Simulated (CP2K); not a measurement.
Crystal: SrCl2.

```
CELL_PARAMETERS angstrom
4.93327 0.00000 0.00000
2.46664 4.27234 0.00000
2.46664 1.42411 4.02800
ATOMIC_POSITIONS crystal
Sr 0.00000 0.00000 0.00000
Cl 0.75000 0.75000 0.75000
Cl 0.25000 0.25000 0.25000
```

Base run:

```yaml
Program: CP2K 2026.2
Functional: PBEsol
Potentials_or_basis: POTENTIAL_UZH Sr GTH-PBE-q10, Cl GTH-PBE-q7; TZVP-MOLOPT-PBE-GTH basis
Density_cutoff: 8163 eV
k_mesh: 7 × 7 × 7
Occupations: fermi-dirac, width 0.0259 eV
Spin: no spin polarisation
```

Its results: band gap on the k mesh 5.10 eV, indirect (least direct gap 5.41 eV).

**Question.** The run is repeated on the same cell with these changes: functional from PBEsol to TB-mBJ; density cutoff from 8163 eV to 12245 eV; cutoff of the grids from 600 Ry to 900 Ry. What comes out?

**Answer.** Band gap on the k mesh 6.05 eV, indirect (least direct gap 6.27 eV).

Caveats: the basis of atomic orbitals isn't converged, which shifts pressures, moduli and gaps; this is a model potential without an energy functional, so only levels have meaning (some runs).

A k mesh can miss the band edges.
